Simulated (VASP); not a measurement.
# Mg3Sb2 in VASP: further runs

Aim: see how the results for Mg3Sb2 move with the level of theory and the settings. Levels: PBEsol, PBEsol+D3, PBEsol+D3(BJ), PBEsol+D4. Tasks: relaxation of the atoms.

Program: VASP 6.6.1. These are calculated values, not measurements. Logs are shortened: lines on timing, memory, paths and dates and some standing lists are left out, and cuts for length are marked.

## 1. The structure

The cell holds a slab with vacuum, 10 atoms: a = 4.582 Å, b = 4.582 Å, c = 27.786 Å, α = 90.00°, β = 90.00°, γ = 120.00°.

## 2. Relaxation of the atoms, PBEsol

The input, INCAR:

```
SYSTEM = Mg3Sb2
PREC = Accurate
ENCUT = 520
EDIFF = 1E-7
ISMEAR = -1
SIGMA = 0.05
LREAL = .FALSE.
LASPH = .TRUE.
NELM = 80
ALGO = Normal
ISIF = 2
LWAVE = .FALSE.
LCHARG = .FALSE.
LDIPOL = .TRUE.
IDIPOL = 3
DIPOL = 0.5 0.5 0.495
GGA = PS
IBRION = 2
NSW = 60
EDIFFG = -0.01
```

The input, KPOINTS:

```
regular mesh
0
G
  5 5 1
  0 0 0
```

The input, POSCAR:

```
Mg3Sb2
1.0
    4.5820006928      0.0000000000      0.0000000000
   -2.2910003464      3.9681290001      0.0000000000
    0.0000000000      0.0000000000     27.7856600000
Sb Mg
4 6
Selective dynamics
Direct
    0.3333333333      0.6666666666      0.2699234065  F F F
    0.6666666667      0.3333333334      0.4080997176  F F F
    0.3333333333      0.6666666666      0.5306334275  T T T
    0.6666666667      0.3333333334      0.6688097385  T T T
    0.6666666667      0.3333333334      0.3051192594  F F F
    0.3333333333      0.6666666666      0.3729038648  F F F
    0.0000000000      0.0000000000      0.4693665725  F F F
    0.6666666667      0.3333333334      0.5658292803  T T T
    0.3333333333      0.6666666666      0.6336138857  T T T
    0.0000000000      0.0000000000      0.7300765935  T T T
```

Potentials or basis: VASP PAW PBE potentials, release 64 (Sb, Mg).

Started as:

```
> cat potpaw_PBE.64/Sb/POTCAR potpaw_PBE.64/Mg/POTCAR > POTCAR
> mpirun -np 1 vasp_std > vasp.out
```

OUTCAR:

```text
SYSTEM = Mg3Sb2
   PREC = Accurate
   ENCUT = 520
   EDIFF = 1E-7
   ISMEAR = -1
   LREAL = .FALSE.
   LASPH = .TRUE.
   NELM = 80
   ISIF = 2
   GGA = PS
   IBRION = 2
   NSW = 60
   EDIFFG = -0.01

 ion  position               nearest neighbor table
   1  0.333  0.667  0.270-   5 2.82   5 2.82   5 2.82   6 2.86
   2  0.667  0.333  0.408-   6 2.82   6 2.82   6 2.82   5 2.86   7 3.15   7 3.15   7 3.15
   3  0.333  0.667  0.531-   8 2.82   8 2.82   8 2.82   9 2.86   7 3.15   7 3.15   7 3.15
   4  0.667  0.333  0.669-   9 2.82   9 2.82   9 2.82   8 2.86  10 3.15  10 3.15  10 3.15
   5  0.667  0.333  0.305-   1 2.82   1 2.82   1 2.82   2 2.86   6 3.25   6 3.25   6 3.25
   6  0.333  0.667  0.373-   2 2.82   2 2.82   2 2.82   1 2.86   5 3.25   5 3.25   5 3.25
   7  0.000  0.000  0.469-   2 3.15   2 3.15   2 3.15   3 3.15   3 3.15   3 3.15
   8  0.667  0.333  0.566-   3 2.82   3 2.82   3 2.82   4 2.86   9 3.25   9 3.25   9 3.25
   9  0.333  0.667  0.634-   4 2.82   4 2.82   4 2.82   3 2.86   8 3.25   8 3.25   8 3.25
  10  0.000  0.000  0.730-   4 3.15   4 3.15   4 3.15

  LATTYP: Found a hexagonal cell.
 ALAT       =     4.5820006928
 C/A-ratio  =     6.0640890002

  Lattice vectors:

 A1 = (   4.5820006928,   0.0000000000,   0.0000000000)
 A2 = (  -2.2910003464,   3.9681290001,   0.0000000000)
 A3 = (   0.0000000000,   0.0000000000,  27.7856600000)

Analysis of symmetry for initial positions (statically):
=====================================================================
 Subroutine PRICEL returns:
 Original cell was already a primitive cell.

 Routine SETGRP: Setting up the symmetry group for a
 hexagonal supercell.

 Subroutine GETGRP returns: Found  6 space group operations
 (whereof  6 operations were pure point group operations)
 out of a pool of 24 trial point group operations.

The static configuration has the point symmetry C_3v.

Analysis of symmetry for dynamics (positions and initial velocities):
=====================================================================
 Subroutine PRICEL returns:
 Original cell was already a primitive cell.

 Routine SETGRP: Setting up the symmetry group for a
 hexagonal supercell.

 Subroutine GETGRP returns: Found  6 space group operations
 (whereof  6 operations were pure point group operations)
 out of a pool of 24 trial point group operations.

The dynamic configuration has the point symmetry C_3v.

Analysis of constrained symmetry for selective dynamics:
[... 136 lines left out ...]
   LEPSILON=     F    determine dielectric tensor
   LRPA    =     F    only Hartree local field effects (RPA)
 conjugate gradient relaxation of ions
 non-spin polarized calculation
  energy-cutoff  :      520.00
  volume of cell :      505.20
 maximum number of plane-waves:     13705
 NGX is ok and might be reduce to    36
   NGX = 17   NGY = 17   NGZ =103

--------------------------------------- Ionic step        1  -------------------------------------------

 number of electron      31.9999998 magnetization

 Free energy of the ion-electron system (eV)
  ---------------------------------------------------
  ext. energy  EPLUGINS =         0.00000000
  ---------------------------------------------------
  free energy    TOTEN  =       -29.74981892 eV

  energy without entropy =      -29.69886425  energy(sigma->0) =      -29.72434158

------------------------ aborting loop because EDIFF is reached ----------------------------------------

  FORCE on cell =-STRESS in cart. coord.  units (eV):
  Direction    XX          YY          ZZ          XY          YZ          ZX
  --------------------------------------------------------------------------------------
  -------------------------------------------------------------------------------------
  Total       -0.6123591     -0.6123591      0.5936043      0.0000000      0.0000000      0.0000000
  in kB       -1.9420264     -1.9420264      1.8825475      0.0000000      0.0000000      0.0000000
  external PRESSURE =      -0.6671684 kB  Pullay stress =       0.0000000 kB
[... 113 lines left out ...]
  FREE ENERGIE OF THE ION-ELECTRON SYSTEM (eV)
  ---------------------------------------------------
  free  energy   TOTEN  =       -29.9737204104 eV

  energy  without entropy=      -29.9383183196  energy(sigma->0) =      -29.95601937

[... ionic steps 4 to 13 ...]

--------------------------------------- Ionic step       14  -------------------------------------------

 number of electron      31.9999997 magnetization

------------------------ aborting loop because EDIFF is reached ----------------------------------------
[... 83 lines left out ...]
--------------------------------------- Ionic step       16  -------------------------------------------

 number of electron      31.9999998 magnetization

 dipolmoment           0.000000      0.000000     -0.271372 electrons x Angstroem

 Free energy of the ion-electron system (eV)
  ---------------------------------------------------
  ext. energy  EPLUGINS =         0.00000000
  ---------------------------------------------------
  free energy    TOTEN  =       -30.04280871 eV

  energy without entropy =      -30.01623440  energy(sigma->0) =      -30.02952155

 E-fermi :   0.3290     XC(G=0):  -5.1754

 val. band max:        0.1663133016   @ k =   0.4000  -0.0000   0.0000
 cond. band min:       0.3581738620   @ k =   0.4000   0.2000   0.0000
 fundamental gap:      0.1918605605
 Fermi energy:         0.3289691621

 k-point     1 :       0.0000    0.0000    0.0000
  band No.  band energies     occupation
      1     -10.4468      2.00000
      2      -9.9070      2.00000
      3      -9.1669      2.00000
      4      -8.1875      2.00000
      5      -4.6344      2.00000
      6      -3.3467      2.00000
[... 114 lines left out ...]
     21       2.4713      0.00000
     22       2.7908      0.00000

------------------------ aborting loop because EDIFF is reached ----------------------------------------

 vacuum level on the upper side and lower side of the slab       (xc-potential included)        -1.393         1.283

  FORCE on cell =-STRESS in cart. coord.  units (eV):
  Direction    XX          YY          ZZ          XY          YZ          ZX
  --------------------------------------------------------------------------------------
  -------------------------------------------------------------------------------------
  Total        0.4733813      0.4733813      0.3824127     -0.0000000      0.0000000      0.0000000
  in kB        1.5012743      1.5012743      1.2127778     -0.0000000      0.0000000      0.0000000
  external PRESSURE =       1.4051088 kB  Pullay stress =       0.0000000 kB
[... 25 lines left out ...]
  FREE ENERGIE OF THE ION-ELECTRON SYSTEM (eV)
  ---------------------------------------------------
  free  energy   TOTEN  =       -30.0428087073 eV

  energy  without entropy=      -30.0162344002  energy(sigma->0) =      -30.02952155

 reached required accuracy - stopping structural energy minimisation

 vacuum level on the upper side and lower side of the slab         3.060         5.790
```

OSZICAR:

```text
N       E                     dE             d eps       ncg     rms          rms(c)
DAV:   1     0.141752711113E+03    0.14175E+03   -0.91767E+03   220   0.102E+03
DAV:   2    -0.167694355937E+02   -0.15852E+03   -0.15269E+03   318   0.156E+02
DAV:   3    -0.318986609901E+02   -0.15129E+02   -0.14850E+02   276   0.491E+01
[... 249 lines left out ...]
DAV:   2    -0.300428089625E+02   -0.79203E-05   -0.90228E-05   282   0.401E-02    0.479E-03
DAV:   3    -0.300428117827E+02   -0.28203E-05   -0.65973E-06   310   0.161E-02    0.480E-03
DAV:   4    -0.300428091176E+02    0.26651E-05   -0.57824E-06   298   0.155E-02    0.288E-03
DAV:   5    -0.300428086802E+02    0.43745E-06   -0.91295E-07   276   0.590E-03    0.122E-03
DAV:   6    -0.300428087073E+02   -0.27126E-07   -0.25810E-07   272   0.246E-03
  16 F= -.30042809E+02 E0= -.30029522E+02  d E =-.532270E-04
```

It took 17 min on 1 thread of Intel Xeon Platinum 8488C (Sapphire Rapids), shared host; peak memory 0.67 GiB.

What came out:

```
Free energy               : -30.0428 eV
Energy gained by relaxing : 29.3 meV/atom
Ionic steps               : 16
Band gap on the k mesh    : none (metal or under the smearing width)
```

The path:
| step | energy change (eV) | largest force (eV/Å) | pressure (GPa) |
| --- | --- | --- | --- |
| 1 | 0.0000 | 1.0910 | -0.07 |
| 2 | -0.0795 | 0.9982 | -0.11 |
| 3 | -0.2239 | 1.0619 | -0.15 |
| 4 | -0.2007 | 1.1415 | 0.06 |
| 5 | -0.2581 | 1.1080 | -0.08 |
| 6 | -0.2586 | 1.1042 | -0.09 |
| 7 | -0.2710 | 1.1306 | -0.04 |
| 8 | -0.2835 | 1.1861 | 0.09 |
| 9 | -0.2898 | 1.1795 | 0.11 |
| 10 | -0.2914 | 1.1742 | 0.13 |
| 11 | -0.2925 | 1.1762 | 0.14 |
| 12 | -0.2928 | 1.1774 | 0.15 |
| 13 | -0.2928 | 1.1775 | 0.15 |
| 14 | -0.2929 | 1.1735 | 0.14 |
| 15 | -0.2929 | 1.1697 | 0.14 |
| 16 | -0.2930 | 1.1693 | 0.14 |

Final structure:
```
Sb Mg
1.0
     4.58200    0.00000    0.00000
    -2.29100    3.96813    0.00000
     0.00000    0.00000   27.78566
Sb Mg
4 6
Direct
  0.33333 0.66667 0.26992
  0.66667 0.33333 0.40810
  0.33333 0.66667 0.53153
  0.66667 0.33333 0.68048
  0.66667 0.33333 0.30512
  0.33333 0.66667 0.37290
  0.00000 0.00000 0.46937
  0.66667 0.33333 0.56433
  0.33333 0.66667 0.63413
  0.00000 0.00000 0.71727
```

Levels at points of the mesh, in eV from the Fermi level:
| k point | band 13 | band 14 | band 15 | band 16 | band 17 | band 18 | band 19 | band 20 |
| --- | --- | --- | --- | --- | --- | --- | --- | --- |
| (0.00, 0.00, 0.00) | -0.53 | -0.53 | 0.16 | 0.49 | 0.49 | 0.74 | 1.34 | 1.82 |

Caveat: the PAW data sets were made with another functional, which shifts forces and pressure a little. The run has no spin-orbit coupling, so splittings on Sb are missing.

## 3. Relaxation of the atoms, PBEsol+D3

Changes to INCAR since step 2:

```diff
@@ -17,2 +17,3 @@
 GGA = PS
+IVDW = 11
 IBRION = 2
```

KPOINTS is that of step 2.

POSCAR is that of step 2.

Potentials or basis: VASP PAW PBE potentials, release 64 (Sb, Mg).

Started as:

```
> cat potpaw_PBE.64/Sb/POTCAR potpaw_PBE.64/Mg/POTCAR > POTCAR
> mpirun -np 1 vasp_std > vasp.out
```

Run time: 21 min. Hardware: 1 thread of Intel Xeon Platinum 8488C (Sapphire Rapids), shared host; peak memory 0.68 GiB.

Results (log left out):

* Free energy: -31.6647 eV
* Energy gained by relaxing: 28.0 meV/atom
* Ionic steps: 20
* Band gap on the k mesh: none (metal or under the smearing width)
* Dispersion energy per atom: -0.162 eV

Step by step:
| step | energy change (eV) | largest force (eV/Å) | pressure (GPa) |
| --- | --- | --- | --- |
| 1 | 0.0000 | 1.0249 | -0.49 |
| 2 | -0.0738 | 0.9861 | -0.53 |
| 3 | -0.2086 | 1.0494 | -0.55 |
| 4 | -0.1961 | 1.1305 | -0.33 |
| 5 | -0.2431 | 1.0980 | -0.48 |
| 6 | -0.2435 | 1.0943 | -0.49 |
| 7 | -0.2556 | 1.1217 | -0.43 |
| 8 | -0.2673 | 1.1779 | -0.31 |
| 9 | -0.2737 | 1.1702 | -0.28 |
| 10 | -0.2755 | 1.1637 | -0.26 |
| 11 | -0.2770 | 1.1641 | -0.25 |
| 12 | -0.2775 | 1.1644 | -0.23 |
| 13 | -0.2781 | 1.1565 | -0.24 |
| 14 | -0.2784 | 1.1409 | -0.24 |
| 15 | -0.2788 | 1.1393 | -0.24 |
| 16 | -0.2793 | 1.1346 | -0.22 |
| 17 | -0.2796 | 1.1314 | -0.21 |
| 18 | -0.2801 | 1.1219 | -0.19 |
| 19 | -0.2802 | 1.1239 | -0.19 |
| 20 | -0.2802 | 1.1251 | -0.18 |

Final structure:
```
Sb Mg
1.0
     4.58200    0.00000    0.00000
    -2.29100    3.96813    0.00000
     0.00000    0.00000   27.78566
Sb Mg
4 6
Direct
  0.33333 0.66667 0.26992
  0.66667 0.33333 0.40810
  0.33333 0.66667 0.52963
  0.66667 0.33333 0.67709
  0.66667 0.33333 0.30512
  0.33333 0.66667 0.37290
  0.00000 0.00000 0.46937
  0.66667 0.33333 0.56176
  0.33333 0.66667 0.63145
  0.00000 0.00000 0.71460
```

Levels at points of the mesh, in eV from the Fermi level:
| k point | band 14 | band 15 | band 16 | band 17 | band 18 | band 19 |
| --- | --- | --- | --- | --- | --- | --- |
| (0.00, 0.00, 0.00) | -0.53 | 0.19 | 0.50 | 0.50 | 0.70 | 1.29 |

Caveat: the PAW data sets were made with another functional, which shifts forces and pressure a little.

## 4. Relaxation of the atoms, PBEsol+D3(BJ)

Changes to INCAR since step 3:

```diff
@@ -17,3 +17,3 @@
 GGA = PS
-IVDW = 11
+IVDW = 12
 IBRION = 2
```

KPOINTS is that of step 3.

POSCAR is that of step 3.

Started as:

```
> cat potpaw_PBE.64/Sb/POTCAR potpaw_PBE.64/Mg/POTCAR > POTCAR
> mpirun -np 1 vasp_std > vasp.out
```

Run time: 24 min. Hardware: 1 thread of Intel Xeon Platinum 8488C (Sapphire Rapids), shared host; peak memory 0.68 GiB.

The run converged. Its results:

```
Free energy                : -32.7416 eV
Energy gained by relaxing  : 31.1 meV/atom
Ionic steps                : 19
Band gap on the k mesh     : none (metal or under the smearing width)
Dispersion energy per atom : -0.272 eV
```

Step by step:
| step | energy change (eV) | largest force (eV/Å) | pressure (GPa) |
| --- | --- | --- | --- |
| 1 | 0.0000 | 1.0083 | -0.87 |
| 2 | -0.0766 | 1.0230 | -0.91 |
| 3 | -0.2174 | 1.0845 | -0.93 |
| 4 | -0.1974 | 1.1636 | -0.70 |
| 5 | -0.2520 | 1.1303 | -0.85 |
| 6 | -0.2524 | 1.1266 | -0.86 |
| 7 | -0.2669 | 1.1509 | -0.80 |
| 8 | -0.2835 | 1.2081 | -0.64 |
| 9 | -0.2934 | 1.1947 | -0.60 |
| 10 | -0.2961 | 1.1835 | -0.57 |
| 11 | -0.2991 | 1.1817 | -0.54 |
| 12 | -0.3006 | 1.1795 | -0.50 |
| 13 | -0.3031 | 1.1671 | -0.50 |
| 14 | -0.3067 | 1.1287 | -0.47 |
| 15 | -0.3088 | 1.1298 | -0.45 |
| 16 | -0.3102 | 1.1319 | -0.40 |
| 17 | -0.3113 | 1.1219 | -0.38 |
| 18 | -0.3113 | 1.1216 | -0.38 |
| 19 | -0.3113 | 1.1213 | -0.38 |

Final structure:
```
CELL_PARAMETERS angstrom
4.58200 0.00000 0.00000
-2.29100 3.96813 0.00000
0.00000 0.00000 27.78566
ATOMIC_POSITIONS crystal
Sb 0.33333 0.66667 0.26992
Sb 0.66667 0.33333 0.40810
Sb 0.33333 0.66667 0.52695
Sb 0.66667 0.33333 0.67309
Mg 0.66667 0.33333 0.30512
Mg 0.33333 0.66667 0.37290
Mg 0.00000 0.00000 0.46937
Mg 0.66667 0.33333 0.55939
Mg 0.33333 0.66667 0.62830
Mg 0.00000 0.00000 0.70894
```

Levels at points of the mesh, in eV from the Fermi level:
```csv
k point,band 12,band 13,band 14,band 15,band 16,band 17,band 18,band 19,band 20,band 21
"(0.00, 0.00, 0.00)",-0.69,-0.52,-0.52,0.21,0.51,0.51,0.65,1.24,1.85,2.08
```

Caveat: the PAW data sets were made with another functional, which shifts forces and pressure a little. Spin-orbit coupling is left out, which matters for the levels of Sb.

## 5. Relaxation of the atoms, PBEsol+D4

Changes to INCAR since step 4:

```diff
@@ -17,3 +17,3 @@
 GGA = PS
-IVDW = 12
+IVDW = 13
 IBRION = 2
```

KPOINTS is that of step 4.

POSCAR is that of step 4.

Started as:

```
> cat potpaw_PBE.64/Sb/POTCAR potpaw_PBE.64/Mg/POTCAR > POTCAR
> mpirun -np 1 vasp_std > vasp.out
```

Wall time 27 min (1 thread of Intel Xeon Platinum 8488C (Sapphire Rapids), shared host); peak memory 0.67 GiB.

It converged, with:

```
Free energy                : -31.3882 eV
Energy gained by relaxing  : 29.2 meV/atom
Ionic steps                : 26
Band gap on the k mesh     : none (metal or under the smearing width)
Dispersion energy per atom : -0.135 eV
```

Step by step:
```
step  energy change (eV)  largest force (eV/Å)  pressure (GPa)
   1              0.0000                1.0427           -0.45
   2             -0.0768                1.0075           -0.49
   3             -0.2169                1.0694           -0.52
   4             -0.1942                1.1486           -0.31
   5             -0.2503                1.1148           -0.46
   6             -0.2507                1.1111           -0.46
   7             -0.2638                1.1368           -0.41
   8             -0.2774                1.1936           -0.27
   9             -0.2848                1.1845           -0.24
  10             -0.2866                1.1775           -0.21
  11             -0.2881                1.1768           -0.19
  12             -0.2887                1.1763           -0.18
  13             -0.2887                1.1761           -0.18
  14             -0.2893                1.1681           -0.18
  15             -0.2899                1.1550           -0.18
  16             -0.2905                1.1545           -0.17
  17             -0.2912                1.1537           -0.16
  18             -0.2912                1.1533           -0.15
  19             -0.2916                1.1502           -0.14
  20             -0.2920                1.1426           -0.13
  21             -0.2920                1.1408           -0.13
  22             -0.2921                1.1404           -0.13
  23             -0.2921                1.1399           -0.12
  24             -0.2921                1.1388           -0.12
  25             -0.2922                1.1394           -0.12
  26             -0.2922                1.1408           -0.12
```

Final structure:
```xyz
10
Lattice="4.5820 0.0000 0.0000 -2.2910 3.9681 0.0000 0.0000 0.0000 27.7857" Properties=species:S:1:pos:R:3 pbc="T T T"
Sb    0.0000    2.6454    7.5000
Sb    2.2910    1.3227   11.3393
Sb    0.0000    2.6454   14.7069
Sb    2.2910    1.3227   18.8021
Mg    2.2910    1.3227    8.4779
Mg    0.0000    2.6454   10.3614
Mg    0.0000    0.0000   13.0417
Mg    2.2910    1.3227   15.6133
Mg    0.0000    2.6454   17.5412
Mg    0.0000    0.0000   19.8261
```

Levels at points of the mesh, in eV from the Fermi level:
```csv
k point,band 14,band 15,band 16,band 17,band 18,band 19
"(0.00, 0.00, 0.00)",-0.53,0.19,0.50,0.50,0.69,1.29
```

Caveat: the PAW data sets were made with another functional, which shifts forces and pressure a little. The run has no spin-orbit coupling, so splittings on Sb are missing.

## 6. Summary

| level | gap on the mesh (eV) |
| --- | --- |
| PBEsol | none |
| PBEsol+D3 | none |
| PBEsol+D3(BJ) | none |
| PBEsol+D4 | none |

Alike in all rows: task relaxation of the atoms; potentials or basis VASP PAW PBE potentials, release 64 (Sb, Mg); no spin polarisation; cell atoms relaxed; k mesh 5 × 5 × 1; cutoff (eV) 520; smearing fermi-dirac 0.05 eV.

Caveats: the PAW data sets were made with another functional, which shifts forces and pressure a little.

Total energies depend on the potentials used, so only differences within one code and one set of settings carry meaning.
